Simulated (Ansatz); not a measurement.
W in Ansatz: the effect of target pressure

Crystal: W.

```xyz
1
Lattice="-1.5823 1.5823 1.5823 1.5823 -1.5823 1.5823 1.5823 1.5823 -1.5823" Properties=species:S:1:pos:R:3 pbc="T T T"
W     0.0000    0.0000    0.0000
```

Alike in all runs:

- Program: Ansatz 0.2.0
- Task: relaxation of cell and atoms
- Functional: PBEsol
- Potentials or basis: all-electron LAPW, scalar-relativistic
- Basis error allowed: 0.001 eV/atom
- k mesh: 12 × 12 × 12
- Occupations: fermi-dirac, width 0.05 eV
- Spin: no spin polarisation

Each run relaxes the cell or the atoms first.

One run gave: relaxed volume 14.83 Å³/atom. Which target pressure did it use?
A. 0 GPa
B. 5 GPa
C. 20 GPa
D. 10 GPa
E. 30 GPa

C.

```csv
target pressure,relaxed volume (Å³/atom)
0 GPa,15.70
5 GPa,15.46
10 GPa,15.23
20 GPa,14.83
30 GPa,14.47
```
